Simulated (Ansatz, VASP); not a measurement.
# Two plane-wave programs on In

The input POSCAR:

```
In
1.0
    4.3480247748      0.0000000000      0.0000000000
   -2.1740123874      3.7654999113      0.0000000000
    0.0000000000      0.0000000000      4.9329796565
In
3
Direct
    0.2254000000      0.0000000000      0.3333333333
    0.0000000000      0.2254000000      0.6666666667
    0.7746000000      0.7746000000      0.0000000000
```

INCAR.step1

```
SYSTEM = In
  PREC = Accurate
  ENCUT = 520
  ISMEAR = 0
  SIGMA = 0.1
  LREAL = .False.
  LASPH = .True.
  NELM = 100
  NBANDS = 26
  GGA = PE
  ALGO = Normal
  EDIFF = 1E-4
  LWAVE = .True.
  LCHARG = .False.
```

The input INCAR.step2:

```
SYSTEM = In
  PREC = Accurate
  ENCUT = 520
  EDIFF = 1E-6
  ISMEAR = 0
  SIGMA = 0.1
  LREAL = .False.
  LASPH = .True.
  NELM = 100
  ALGO = Normal
  ISIF = 2
  LWAVE = .False.
  LCHARG = .False.
  METAGGA = R2SCAN
  LMIXTAU = .True.
  NBANDS = 26
  ISTART = 1
```

The input KPOINTS:

```
Automatic mesh
0
Gamma
  6 6 4
  0 0 0
```

Input for Ansatz:

```yaml
crystal:
  lattice:
    - [4.3480247748, 0.0, 0.0]
    - [-2.1740123874, 3.7654999113, 0.0]
    - [0.0, 0.0, 4.9329796565]
  atoms:
    - { symbol: In, position: [0.2254, 0.0, 0.3333333333] }
    - { symbol: In, position: [0.0, 0.2254, 0.6666666667] }
    - { symbol: In, position: [0.7746, 0.7746, 0.0] }
basis:
  ecutwfc: 500
kpoints:
  mp_grid: { grid: [6, 6, 4] }
hamiltonian:
  xc: r2scan
scf:
  occupations: { method: gaussian, width: 0.1 }
  lower_state_search: "off"
output:
  forces: true
  stress: true
  eigenvalues: true
```

Alike in both runs: task single point; functional r2SCAN; k mesh 6 × 6 × 4; occupations gaussian, width 0.1 eV; no spin polarisation.

|  | VASP | Ansatz |
| --- | --- | --- |
| version | VASP 6.6.1 | Ansatz 0.2.0 |
| potentials or method | VASP PAW PBE potentials, release 64 (In_d) | scalar-relativistic, plane waves, PAW |
| plane-wave cutoff (eV) | 520 | 500 |
| valence electrons in the cell | 39 | 39 |

```csv
,VASP,Ansatz,Ansatz less VASP
gap on the k mesh at the Fermi level (eV),none,none,-
pressure (GPa),20.6,20.2,-0.42
largest component of the traceless stress (GPa),14.68,14.43,-0.247
rms of the force components (eV/Å),3.818,3.755,-0.0626
```

Atom by atom the forces differ by 0.063 eV/Å (rms over components). A gap of «none» marks a metal or a gap that the smearing closes. The functional is the same, so the differences come from potentials, cutoffs and numerics.

Caveats: so large a pressure means that the cell lies far from this level's equilibrium, or that cutoff or potentials fall short (VASP); the potentials were made for another functional, which shifts forces and pressure (VASP).
